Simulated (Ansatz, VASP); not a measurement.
# GaN in two plane-wave programs

Wanted: the spread between two codes on one cell, functional and k mesh.

Calculated with Ansatz 0.2.0; plane waves, with VASP 6.6.1 beside it; band structure at LDA, band structure at PBE and band structure at r2SCAN.

The database entry behind the starting cell differs from later determinations by our own check (about 0.3 % short, ideal inner coordinate), so it need not match the best structure at ambient conditions.

## 1. The structure

Symmetry: P6_3mc, No. 186, hexagonal system. Conventional cell: a = 3.180 Å, b = 3.180 Å, c = 5.166 Å, α = 90.00°, β = 90.00°, γ = 120.00°. Nearest to Ga lie 4 N at 1.94 to 1.95 Å. N has 4 Ga at 1.94 to 1.95 Å nearest. Farther neighbours and most contacts between anions are not listed.

As a file:

```xyz
4
Lattice="3.1800 0.0000 0.0000 -1.5900 2.7540 0.0000 0.0000 0.0000 5.1660" Properties=species:S:1:pos:R:3 pbc="T T T"
Ga    0.0000    1.8360    0.0000
Ga    1.5900    0.9180    2.5830
N     0.0000    1.8360    1.9373
N     1.5900    0.9180    4.5203
```

## 2. VASP: band structure, LDA

The same path points are solved in both programs, so levels can be compared one by one.

Lines of VASP's logs that name or quote its potential files are left out, and so is its time.

Input file INCAR:

```
SYSTEM = GaN
PREC = Accurate
ENCUT = 520
EDIFF = 1E-06
NELM = 100
ISMEAR = 0
SIGMA = 0.02
LREAL = .FALSE.
ALGO = Normal
GGA = CA
NBANDS = 32
LORBIT = 11
LWAVE = .FALSE.
LCHARG = .FALSE.
KPAR = 8
```

Input file POSCAR:

```
GaN
1.0
    3.1800000000      0.0000000000      0.0000000000
   -1.5900000000      2.7539607840      0.0000000000
    0.0000000000      0.0000000000      5.1660000000
Ga N
2 2
Direct
    0.3333333333      0.6666666667      0.0000000000
    0.6666666667      0.3333333333      0.5000000000
    0.3333333333      0.6666666667      0.3750000000
    0.6666666667      0.3333333333      0.8750000000
```

Input file KPOINTS:

```
Automatic mesh
0
Gamma
5 5 3
0 0 0
```

Input file KPOINTS_OPT:

```
Line mode
16
Line-mode
Reciprocal
  0.00000000   0.00000000   0.00000000 GAMMA
  0.50000000   0.00000000   0.00000000 M

  0.50000000   0.00000000   0.00000000 M
  0.33333333   0.33333333   0.00000000 K

  0.33333333   0.33333333   0.00000000 K
  0.00000000   0.00000000   0.00000000 GAMMA

  0.00000000   0.00000000   0.00000000 GAMMA
  0.00000000   0.00000000   0.50000000 A

  0.00000000   0.00000000   0.50000000 A
  0.50000000   0.00000000   0.50000000 L

  0.50000000   0.00000000   0.50000000 L
  0.33333333   0.33333333   0.50000000 H

  0.33333333   0.33333333   0.50000000 H
  0.00000000   0.00000000   0.50000000 A

  0.50000000   0.00000000   0.50000000 L
  0.50000000   0.00000000   0.00000000 M

  0.33333333   0.33333333   0.00000000 K
  0.33333333   0.33333333   0.50000000 H
```

PAW data sets: Ga_d and N (PBE family, release 64).

On the command line:

```bash
mpirun -np 8 vasp_std
```

Numbers of over 12 decimals in the logs are rounded to 6 here.

Output:

```text
[banner, memory and clock lines left out]
running    8 mpi-ranks, on    1 nodes
 distrk:  each k-point on    1 cores,    8 groups
 distr:  one band on    1 cores,    1 groups

 POSCAR found type information on POSCAR GaN
 POSCAR found :  2 types and       4 ions
|                                                                             |
|           W    W    AA    RRRRR   N    N  II  N    N   GGGG   !!!           |
|           W    W   A  A   R    R  NN   N  II  NN   N  G    G  !!!           |
|           W    W  A    A  R    R  N N  N  II  N N  N  G       !!!           |
|           W WW W  AAAAAA  RRRRR   N  N N  II  N  N N  G  GGG   !            |
|           WW  WW  A    A  R   R   N   NN  II  N   NN  G    G                |
|           W    W  A    A  R    R  N    N  II  N    N   GGGG   !!!           |
|                                                                             |
|     For optimal performance we recommend to set                             |
|       NCORE = 2 up to number-of-cores-per-socket                            |
|     NCORE specifies how many cores store one orbital (NPAR=cpu/NCORE).      |
|     This setting can greatly improve the performance of VASP for DFT.       |
|     The default, NCORE=1 might be grossly inefficient on modern             |
|     multi-core architectures or massively parallel machines. Do your        |
|     Unfortunately you need to use the default for GW and RPA                |
|     calculations (for HF NCORE is supported but not extensively tested      |
|     yet).                                                                   |
|                                                                             |

|                                                                             |
|               ----> ADVICE to this user running VASP <----                  |
|                                                                             |
|     You enforced a specific xc type in the INCAR file but a different       |
|     [... a line on the potential file left out ...]
|     I HOPE YOU KNOW WHAT YOU ARE DOING!                                     |
|                                                                             |

 LDA part: xc-table for (Slater(with rela. corr.)+CA(PZ))
 , standard interpolation
 POSCAR, INCAR and KPOINTS ok, starting setup
 FFT: planning ... GRIDC
 FFT: planning ... GRID_SOFT
 FFT: planning ... GRID
 WAVECAR not read
 entering main loop
       N       E                     dE             d eps       ncg     rms          rms(c)
DAV:   1     0.293517012655E+03    0.29352E+03   -0.16292E+04   808   0.212E+03
DAV:   2     0.103898539632E+02   -0.28313E+03   -0.25850E+03   648   0.499E+02
DAV:   3    -0.305438410174E+02   -0.40934E+02   -0.40326E+02   752   0.129E+02
DAV:   4    -0.317919623007E+02   -0.12481E+01   -0.12469E+01   752   0.255E+01
DAV:   5    -0.318134707313E+02   -0.21508E-01   -0.21507E-01   752   0.334E+00    0.104E+01
DAV:   6    -0.280350233321E+02    0.37784E+01   -0.62496E+00  1080   0.416E+01    0.321E+00
DAV:   7    -0.280467526027E+02   -0.11729E-01   -0.10112E+00   672   0.666E+00    0.258E+00
DAV:   8    -0.280096717169E+02    0.37081E-01   -0.19502E-01   968   0.328E+00    0.147E+00
DAV:   9    -0.279876289416E+02    0.22043E-01   -0.39087E-02  1000   0.267E+00    0.453E-01
DAV:  10    -0.279880939511E+02   -0.46501E-03   -0.69772E-03   728   0.479E-01    0.159E-01
DAV:  11    -0.279880086591E+02    0.85292E-04   -0.54727E-04  1008   0.433E-01    0.977E-02
DAV:  12    -0.279879986295E+02    0.10030E-04   -0.71568E-05   720   0.547E-02    0.779E-02
DAV:  13    -0.279879989252E+02   -0.29568E-06   -0.80893E-05   784   0.499E-02    0.717E-02
DAV:  14    -0.279879902119E+02    0.87132E-05   -0.14965E-05   832   0.291E-02    0.110E-02
DAV:  15    -0.279879901658E+02    0.46102E-07   -0.17327E-06   640   0.672E-03
   1 F= -.27987990E+02 E0= -.27987990E+02  d E =-.526683E-11
 Start KPOINTS_OPT (optional k-point list driver)
k-point batch [1-10\144]
       N       E                     dE             ncg
DAV:   1     0.144490216936E+04   -0.21717E+04      824
DAV:   2    -0.127732914700E+04   -0.27222E+04      664
DAV:   3    -0.165214915097E+04   -0.37482E+03      744
DAV:   4    -0.166391979031E+04   -0.11771E+02      712
DAV:   5    -0.166411722753E+04   -0.19744E+00      800
DAV:   6    -0.166412444323E+04   -0.72157E-02      832
DAV:   7    -0.166412468378E+04   -0.24056E-03      864
DAV:   8    -0.166412468593E+04   -0.21456E-05      640
DAV:   9    -0.166412468599E+04   -0.59281E-07      496
[...]
k-point batch [141-144\144]
       N       E                     dE             ncg
DAV:   1     0.988757236967E+04   -0.55280E+04      288
DAV:   2     0.871343498602E+04   -0.11741E+04      264
DAV:   3     0.854589130952E+04   -0.16754E+03      304
DAV:   4     0.854009005853E+04   -0.58013E+01      288
DAV:   5     0.854000692804E+04   -0.83130E-01      312
DAV:   6     0.854000358530E+04   -0.33427E-02      360
DAV:   7     0.854000354477E+04   -0.40528E-04      320
DAV:   8     0.854000354452E+04   -0.24868E-06      264
```

From OUTCAR (step 2):

```text
ion  position               nearest neighbor table
   1  0.333  0.667  0.000-   3 1.94   4 1.95   4 1.95   4 1.95
   2  0.667  0.333  0.500-   4 1.94   3 1.95   3 1.95   3 1.95
   3  0.333  0.667  0.375-   1 1.94   2 1.95   2 1.95   2 1.95
   4  0.667  0.333  0.875-   2 1.94   1 1.95   1 1.95   1 1.95

  LATTYP: Found a hexagonal cell.
 ALAT       =     3.1800000000
 C/A-ratio  =     1.6245283019

 Subroutine GETGRP returns: Found 12 space group operations
 (whereof  6 operations were pure point group operations)

The static configuration has the point symmetry C_3v.
 The point group associated with its full space group is C_6v.

 Found     10 irreducible k-points:

   k-points           NKPTS =     10   k-points in BZ     NKDIM =     10   number of bands    NBANDS=     32

   dimension x,y,z NGX =    24 NGY =   24 NGZ =   40
   dimension x,y,z NGXF=    48 NGYF=   48 NGZF=   80

   ENCUT  =  520.0 eV  38.22 Ry    6.18 a.u.   5.91  5.91  9.61*2*pi/ulx,y,z

   NELECT =      36.0000    total number of electrons

 k-points in reciprocal lattice and weights: Automatic mesh
   0.00000000  0.00000000  0.00000000       0.013
   0.20000000  0.00000000  0.00000000       0.080
   0.40000000  0.00000000  0.00000000       0.080
   0.20000000  0.20000000  0.00000000       0.080
   0.40000000  0.20000000  0.00000000       0.080
   0.00000000  0.00000000  0.33333333       0.027
   0.20000000  0.00000000  0.33333333       0.160
   0.40000000  0.00000000  0.33333333       0.160
   0.20000000  0.20000000  0.33333333       0.160
   0.40000000  0.20000000  0.33333333       0.160

 average (electrostatic) potential at core
       1 -63.0847       2 -63.0847       3 -61.9878       4 -61.9878

 E-fermi :   5.1863

 k-point     1 :       0.0000    0.0000    0.0000
  band No.  band energies     occupation
    ...
     14       4.0228      2.00000
     15       4.0228      2.00000
     16       5.0369      2.00000
     17       5.1018      2.00000
     18       5.1018      2.00000
     19       7.0776      0.00000
     20       9.2984      0.00000
     21      14.1879      0.00000
     22      14.8357      0.00000
     23      14.8357      0.00000
    ...

 k-point     2 :       0.2000    0.0000    0.0000
  band No.  band energies     occupation
    ...
     14       1.7866      2.00000
     15       2.9267      2.00000
     16       3.3236      2.00000
     17       4.6008      2.00000
     18       4.7610      2.00000
     19       8.9138      0.00000
     20      10.8099      0.00000
     21      12.7641      0.00000
     22      13.7209      0.00000
     23      15.2610      0.00000
    ...

 k-point     3 :       0.4000    0.0000    0.0000
  band No.  band energies     occupation
    ...
     14       0.0104      2.00000
     15       0.6349      2.00000
     16       2.4168      2.00000
     17       3.2505      2.00000
     18       4.1916      2.00000
     19      10.0314      0.00000
     20      10.6546      0.00000
     21      11.2640      0.00000
     22      13.5141      0.00000
     23      15.3789      0.00000
    ...

  Total       -1.2728781     -1.2728781     -0.7007890      0.0000000     -0.0000000      0.0000000
  in kB      -45.0773236    -45.0773236    -24.8175318      0.0000000     -0.0000000      0.0000000
  external PRESSURE =     -38.3240597 kB  Pullay stress =       0.0000000 kB

  energy-cutoff  :      520.00
  volume of cell :       45.24
      direct lattice vectors                 reciprocal lattice vectors
     3.180000000  0.000000000  0.000000000     0.314465409  0.181556688  0.000000000
    -1.590000000  2.753960784  0.000000000     0.000000000  0.363113377  0.000000000
     0.000000000  0.000000000  5.166000000     0.000000000  0.000000000  0.193573364

 POSITION                                       TOTAL-FORCE (eV/Angst)
 -----------------------------------------------------------------------------------
     -0.00000      1.83597      0.00000        -0.000000      0.000000     -0.125718
      1.59000      0.91799      2.58300         0.000000      0.000000     -0.125718
     -0.00000      1.83597      1.93725         0.000000     -0.000000      0.125718
      1.59000      0.91799      4.52025        -0.000000      0.000000      0.125718
 -----------------------------------------------------------------------------------
    total drift:                               -0.000001     -0.000001      0.000381

  FREE ENERGIE OF THE ION-ELECTRON SYSTEM (eV)
  ---------------------------------------------------
  free  energy   TOTEN  =       -27.9879901658 eV

  energy  without entropy=      -27.9879901658  energy(sigma->0) =      -27.98799017

 total charge
# of ion       s       p       d       tot
------------------------------------------
    1        0.792   0.909  10.186  11.888
    2        0.792   0.909  10.186  11.888
    3        1.204   2.520   0.000   3.725
    4        1.204   2.520   0.000   3.725
--------------------------------------------------
tot          3.993   6.859  20.373  31.225

[... 3 further parts left out ...]
```

Spin-orbit coupling is off here; it would split degenerate levels. The PAW data sets were made with PBE, though LDA sets exist; this is a small mismatch. At this level the cell is under a tension of 3.8 GPa, so at these settings it is away from equilibrium.

## 3. Ansatz: band structure, LDA

Ansatz runs on its default PAW (the set named soft_2) files.

The same cell, functional (in two slightly different forms), mesh and smearing now go to Ansatz, which takes its cutoff from its data sets.

Input file input.yaml:

```yaml
crystal:
  lattice:
    - [3.18, 0.0, 0.0]
    - [-1.59, 2.753960784, 0.0]
    - [0.0, 0.0, 5.166]
  atoms:
    - { symbol: Ga, position: [0.3333333333, 0.6666666667, 0.0] }
    - { symbol: Ga, position: [0.6666666667, 0.3333333333, 0.5] }
    - { symbol: "N", position: [0.3333333333, 0.6666666667, 0.375] }
    - { symbol: "N", position: [0.6666666667, 0.3333333333, 0.875] }
hamiltonian:
  xc: lda
  pseudopotentials: { kind: paw }
kpoints:
  mp_grid: { grid: [5, 5, 3] }
  band_path:
    path:
      - [0.0, 0.0, 0.0]
      - [0.13333, 0.0, 0.0]
      - [0.3, 0.0, 0.0]
      - [0.46667, 0.0, 0.0]
      - [0.46667, 0.06667, 0.0]
      - [0.41111, 0.17778, 0.0]
      - [0.35556, 0.28889, 0.0]
      - [0.28889, 0.28889, 0.0]
      - [0.17778, 0.17778, 0.0]
      - [0.06667, 0.06667, 0.0]
      - [0.0, 0.0, 0.03333]
      - [0.0, 0.0, 0.2]
      - [0.0, 0.0, 0.36667]
      - [0.0, 0.0, 0.5]
      - [0.16667, 0.0, 0.5]
      - [0.3, 0.0, 0.5]
      - [0.46667, 0.0, 0.5]
      - [0.46667, 0.06667, 0.5]
      - [0.41111, 0.17778, 0.5]
      - [0.35556, 0.28889, 0.5]
      - [0.28889, 0.28889, 0.5]
      - [0.17778, 0.17778, 0.5]
      - [0.06667, 0.06667, 0.5]
      - [0.5, 0.0, 0.46667]
      - [0.5, 0.0, 0.3]
      - [0.5, 0.0, 0.13333]
      - [0.33333, 0.33333, 0.0]
      - [0.33333, 0.33333, 0.16667]
      - [0.33333, 0.33333, 0.33333]
      - [0.33333, 0.33333, 0.5]
    npoints: 1
scf:
  occupations: { method: gaussian, width: 0.02 }
  n_extra_bands: 8
output:
  forces: true
  stress: true
  eigenvalues: true
```

On the command line:

```bash
ansatz run input.yaml --threads 2 --pin off --max-ram 4608MiB --backend cpu --events-out ev --progress --plain --runs-dir out
```

Output:

```text
scf.n_extra_bands = 8 over 18 filled bands (N_el = 36.0): the run solves 26 bands
Engine: ansatz 0.2.0, aarch64-unknown-linux-gnu
Pseudopotentials: kind: paw
Pseudopotential: Ga, paw, valence charge 13, recommended cutoff 420 eV (normal), Ga.paw.azcp
Pseudopotential: N, paw, valence charge 5, recommended cutoff 420 eV (normal), N.paw.azcp
Functional definition: SPW92
  exchange = slater_x
  correlation = pw_c
Crystal: 4 atoms, lattice volume = 45.242 Å³
Basis set: ecut = 420 eV, 881 PW (Γ)
Bands: 26, of which v1, the nominal top of the filled ones, is band 18 counted from 1 (17 counted from 0)
Symmetry: 12 space group operations
Space group: P63mc (ITA 186), of the structure as read, at distance tolerance 3.6e-5 Å
k-points: 10 of 75 (time reversal used)
Non-local potential: Ga, projectors of the file, l = 0: 2, l = 1: 2, l = 2: 3, l = 3: 1
Non-local potential: N, projectors of the file, l = 0: 2, l = 1: 2, l = 2: 1
PAW form: soft (Blöchl's): semilocal exchange-correlation on the pseudo side does not see the compensation charge
PAW frozen core: Ga, regenerated for the run's functional, and the local potential with it (the file was generated under x = pbe(κ = 0.804, μ = 0.219515), c = pbe(β = 0.066725))
PAW frozen core: N, regenerated for the run's functional, and the local potential with it (the file was generated under x = pbe(κ = 0.804, μ = 0.219515), c = pbe(β = 0.066725))
PAW one-centre angular grid: Ga, 590 points (default); XC on 64 Gauss nodes
PAW one-centre angular grid: N, 110 points (default); XC on 64 Gauss nodes
Initial density: superposition of atomic densities (neutral atoms: chi_scale 0, normalization atom), corrected by the library's trained network
Initial wavefunctions: pseudopotential atomic-orbital guess
Functional: x = slater, c = lda
SCF iter   1: F=—  HF=-8164.174957 eV  |F-HF|=—  |Δ(HF+E_count)|=         —  Δρ=1.30e-2  dr2=7.25e-2  ethr=1.77e-3  ⟨swp⟩=5.2  Hψ=1067  notcnv=0
preconditioner: auto → Resta (q_TF=auto, 2.626 Å⁻¹)  ε∞=4.1  [insulator: Δε(μ)=1.867 eV  Ē_g=18.741 eV  σ=0.020 eV  W_gap=1.00  n_scr=22 (ndim 8)  ℏωp=33.1 eV  f_vac=0.008  D(μ)=0.00/eV (n_scr^D=0)  ε∞_Penn≈4.1]
SCF iter   2: F=—  HF=-8164.158721 eV  |F-HF|=—  |Δ(HF+E_count)|=   1.62e-2  Δρ=6.08e-3  dr2=1.82e-2  ethr=2.01e-4  ⟨swp⟩=2.0  Hψ=388  notcnv=0  defer=26
SCF iter   3: F=—  HF=-8164.154104 eV  |F-HF|=—  |Δ(HF+E_count)|=   4.62e-3  Δρ=1.67e-3  dr2=5.22e-4  ethr=5.06e-5  ⟨swp⟩=2.6  Hψ=396  notcnv=0  defer=29
SCF iter   4: F=—  HF=-8164.153498 eV  |F-HF|=—  |Δ(HF+E_count)|=   6.06e-4  Δρ=5.66e-4  dr2=6.92e-5  ethr=1.45e-6  ⟨swp⟩=2.0  Hψ=446  notcnv=0  defer=29
SCF iter   5: F=—  HF=-8164.153481 eV  |F-HF|=—  |Δ(HF+E_count)|=   1.73e-5  Δρ=5.30e-5  dr2=1.26e-6  ethr=1.92e-7  ⟨swp⟩=2.0  Hψ=411  notcnv=0  defer=29
SCF iter   6: F=-8164.153481 eV  HF=-8164.153481 eV  |F-HF|=6.29e-9  |Δ(HF+E_count)|=   5.36e-8  Δρ=1.47e-5  dr2=8.43e-8  ethr=2.78e-10  ⟨swp⟩=7.6  Hψ=1110  notcnv=0
SCF 1 converged in 6 iterations: F = -8164.153481 eV  dr2 = 8.43e-8
  greatest PAW one-centre occupation: 0.996 electrons in one spin orbital (limit 2), on the Ga atom at site 1 (counted from 0), in its partial waves of l = 2
NSCF: frozen V_eff on 30 k-points
SCF converged after 6 iterations
Free energy (F): -8164.153481 eV
Harris-Foulkes:  -8164.153481 eV  (|F-HF|=6.29e-9)
Internal energy: -8164.153481 eV  (E = F + TS)
E sigma→0 (E₀):  -8164.153481 eV
Fermi energy:    10.475106 eV
--- Per-component energies (eV) ---
  E_band       = -20.217114
  E_kinetic    = 494.226322
  E_local      = -3895.814562  (includes V_loc(G=0)·N_el)
  E_nonlocal   = 955.277962
  E_hartree    = 1788.430706
  E_xc         = -255.685866
  E_vxc        = -268.436322  (∫ρ·V_xc dr)
  E_paw        = -4070.378385  (= ΣΔE_a)
  E_vpaw       = -882.338700  (= ΣTr[D̂ρ^β])
  E_aug_tail   = 0.000021  (compensation charges beyond the density's cutoff)
  E_ewald      = -3183.826728
  E_core_change = 3.617048  (= ΣΔE_core)
  E_smearing   = -0.000000  (= −TS)
  E_closure    = -0.000000  (closes the sum)
  Σ components = -8164.153481   (vs F -8164.153481, Δ=0.00e0)
--- Forces (eV/Å), atoms counted from 1 ---
  atom   1  Ga     0.00000000     0.00000000    -0.12449365
  atom   2  Ga    -0.00000000    -0.00000000    -0.12449365
  atom   3  N      0.00000000     0.00000000     0.12449119
  atom   4  N     -0.00000000    -0.00000000     0.12449119
  max |Σ_I F_I| component: 4.93e-6 eV/Å
--- Stress (GPa, compression-positive) ---
       -5.163047       0.000000      -0.000000
        0.000000      -5.163047       0.000000
       -0.000000       0.000000      -3.193235
  P = ⅓ Tr σ = -4.5064 GPa (-45.064 kbar)
--- Band table (eV; the first three rows and the last of 10) ---
  k-point 0: bands = [... 14 lower, 8.4159, 9.4274, 9.4911, 9.4911, 11.4590, 13.6791, 18.5871, 19.2216, ... 4 higher]
  k-point 1: bands = [... 14 lower, 8.6735, 8.6735, 9.2111, 9.2111, 13.0892, 13.8377, 17.9964, 18.4189, ... 4 higher]
  k-point 2: bands = [... 14 lower, 7.3093, 7.7179, 8.9918, 9.1516, 13.3021, 15.1926, 17.1598, 18.1093, ... 4 higher]
  k-point 9: bands = [... 14 lower, 5.3679, 6.5222, 7.2035, 7.8966, 14.7623, 15.9146, 16.9995, 17.2085, ... 4 higher]
```

Elapsed: 1.7 s, on 2 threads of Arm Neoverse V2, shared host; peak memory 0.29 GiB; 2.8 s of CPU time.

The column dr2 measures how far the density is from self-consistency, as an energy; F and HF (Harris–Foulkes) agree once it is small.

(Continued in part 2 of 3.)

[Lines on the potential files, build, host, timing and source positions are cut from VASP's logs without a mark.]

[Logs are printed without paths, hosts, clocks, repeated set-up lines and the standing remarks that a program may print on its own settings, such as how far it seeks lower states.]

[Hosts, paths, dates, database ids (printed as entryN), source tags and the programs' standing remarks are cut or masked in the printed files.]

[VASP's PBE data sets in a run with another functional are called a small mismatch above; for pressures it isn't always small: they can move by 1 GPa and more.]
